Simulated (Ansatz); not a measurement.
# SiC: the cost of one run

Computed with Ansatz 0.2.0 (DFT PBEsol, scalar-relativistic, plane waves, PAW, unless a step's input says otherwise).

### 1 The system as given

It takes space group F-43m (No. 216, cubic). Conventional cell: a = 4.295 Å, b = 4.295 Å, c = 4.295 Å, α = 90.00°, β = 90.00°, γ = 90.00°. Si (site symmetry -43m) has 4 C at 1.86 Å as nearest neighbours. C (site symmetry -43m) is surrounded by 4 Si at 1.86 Å.

As a file:

```cif
data_structure
_symmetry_space_group_name_H-M 'P 1'
_symmetry_Int_Tables_number 1
_cell_length_a 3.0374
_cell_length_b 3.0374
_cell_length_c 3.0374
_cell_angle_alpha 60.000
_cell_angle_beta 60.000
_cell_angle_gamma 60.000
_cell_volume 19.81
loop_
_atom_site_label
_atom_site_type_symbol
_atom_site_fract_x
_atom_site_fract_y
_atom_site_fract_z
_atom_site_occupancy
Si1 Si 0.00000 0.00000 0.00000 1
C1 C 0.25000 0.25000 0.25000 1
```

The cell was made up by rule, so the compound may not exist in this form.

This is a trial structure, the zincblende prototype, and another one may lie lower.

### 2 Coarse point 1 of the search for the rest volume

input.yaml reads:

```yaml
crystal:
  lattice:
    - [0.0, 2.1477430014, 2.1477430014]
    - [2.1477430014, 0.0, 2.1477430014]
    - [2.1477430014, 2.1477430014, 0.0]
  atoms:
    - { symbol: Si, position: [0.0, 0.0, 0.0] }
    - { symbol: C, position: [0.25, 0.25, 0.25] }
basis:
  ecutwfc: 420
kpoints:
  mp_grid: { grid: [8, 8, 8] }
hamiltonian:
  xc: pbesol
scf:
  occupations: { method: gaussian, width: 0.05 }
output:
  forces: true
  stress: true
  eigenvalues: true
```

Command:

```sh
ansatz run input.yaml --threads 1 --pin off --max-ram 1228MiB --backend cpu --events-out ev --progress --plain --runs-dir out
```

What time and memory should one allow on 1 thread of an Arm CPU, shared host?

About 1.6 s, with a peak of 0.27 GiB.
